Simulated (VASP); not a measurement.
Runs of VASP 6.6.1 on BP. It takes space group F-43m (No. 216, cubic). Conventional cell: a = 4.532 Å, b = 4.532 Å, c = 4.532 Å, α = 90.00°, β = 90.00°, γ = 90.00°. B (site symmetry -43m) has 4 P at 1.96 Å as nearest neighbours. P (site symmetry -43m) is surrounded by 4 B at 1.96 Å. The cell is a database's computed one.

```csv
task,level,potentials or basis,cell,k mesh,cutoff (eV),mesh quality,gap on the mesh (eV),pressure (GPa),relaxed volume (Å³/atom)
relaxation of cell and atoms,PBEsol,"VASP PAW PBE potentials, release 64 (B_s, P)",relaxed,10 × 10 × 10,480,not flagged,1.12,0.0,11.55
relaxation of cell and atoms,PBEsol,"VASP PAW PBE potentials, release 64 (B, P)",relaxed,10 × 10 × 10,600,not flagged,1.12,0.0,11.55
relaxation of cell and atoms,PBEsol,"VASP PAW PBE potentials, release 64 (B, P)",relaxed,10 × 10 × 10,580,not flagged,1.12,0.0,11.55
relaxation of cell and atoms,LDA,"VASP PAW LDA potentials, release 64 (B, P)",relaxed,10 × 10 × 10,600,not flagged,(c),0.0,11.31
single point,PBEsol,"VASP PAW PBE potentials, release 64 (B, P)",as given,10 × 10 × 10,520,not flagged,1.13,(a),-
relaxation of cell and atoms,PBE+D3(BJ),"VASP PAW PBE potentials, release 64 (B, P)",relaxed,10 × 10 × 10,600,not flagged,1.21,0.0,11.43
relaxation of cell and atoms,PBE,"VASP PAW PBE potentials, release 64 (B, P)",relaxed,10 × 10 × 10,600,not flagged,1.25,0.0,11.75
relaxation of cell and atoms,PBEsol,"VASP PAW PBE potentials, release 64 (B, P)",relaxed,4 × 4 × 4,600,coarse,1.19,0.0,(b)
```

Alike in all rows: no spin polarisation; smearing gaussian 0.02 eV.

Task: Fill in the values left out.

Result: (a) -1.2; (b) 11.63; (c) 1.15.

Caveats: some runs use coarse meshes; the PAW data sets were made with another functional, which shifts forces and pressure a little (some runs).

A k mesh can miss the band edges.
